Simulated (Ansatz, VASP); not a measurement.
## Sb in VASP and in Ansatz

INCAR

```
PREC     = Accurate       # precision mode
ENCUT    = 520            # plane-wave cutoff, eV
EDIFF    = 1E-6           # SCF threshold, eV
ISMEAR   = -1             # smearing method
SIGMA    = 0.05           # smearing width, eV
LREAL    = False          # projectors in reciprocal space
LASPH    = True           # aspherical terms in the spheres
NELM     = 100            # most SCF steps
ALGO     = Normal         # electronic algorithm
ISIF     = 2              # what is computed and relaxed
LWAVE    = False          # write WAVECAR
LCHARG   = True           # write CHGCAR
GGA      = PE             # functional
LELF     = True           # ELF
LVHAR    = True         
NBANDS   = 8              # bands
```

KPOINTS

```
Automatic mesh
0
Gamma
  12 12 12
```

POSCAR

```
Sb
1.0
   -1.5765401831      1.5765401831      2.7119384313
    1.5765401831     -1.5765401831      2.7119384313
    1.5765401831      1.5765401831     -2.7119384313
Sb
1
Direct
    0.0000000000      0.0000000000      0.0000000000
```

input.yaml

```yaml
crystal:
  lattice:
    - [-1.5765401831, 1.5765401831, 2.7119384313]
    - [1.5765401831, -1.5765401831, 2.7119384313]
    - [1.5765401831, 1.5765401831, -2.7119384313]
  atoms:
    - { symbol: Sb, position: [0.0, 0.0, 0.0] }
hamiltonian:
  xc: pbe
  pseudopotentials: { kind: paw, azcp: { folder: soft_1 } }
kpoints:
  mp_grid: { grid: [12, 12, 12] }
scf:
  occupations: { method: fermi_dirac, width: 0.05 }
output:
  forces: true
  stress: true
  eigenvalues: true
```

This isn't the form of Sb at room conditions, which is rhombohedral.

Alike in both runs: task single point; functional PBE; k mesh 12 × 12 × 12; occupations fermi-dirac, width 0.05 eV; no spin polarisation.

```csv
,VASP,Ansatz
version,VASP 6.6.1,Ansatz 0.2.0
potentials or method,"VASP PAW PBE potentials, release 64 (Sb)",Ansatz PAW soft_1
plane-wave cutoff (eV),520,420
valence electrons in the cell,5,15
```

Ansatz gave:

```
gap on the k mesh at the Fermi level (eV)       : none
pressure (GPa)                                  : 1.8
largest component of the traceless stress (GPa) : 0.51
```

Estimate VASP's values.

gap on the k mesh at the Fermi level (eV): none; pressure (GPa): 1.7; largest component of the traceless stress (GPa): 0.53.

A gap of «none» marks a metal or a gap that the smearing closes. The functional is the same, so the differences come from potentials, cutoffs and numerics. The two sets of potentials don't hold the same shells in valence.

The runs have no spin-orbit coupling, so splittings on Sb are missing.
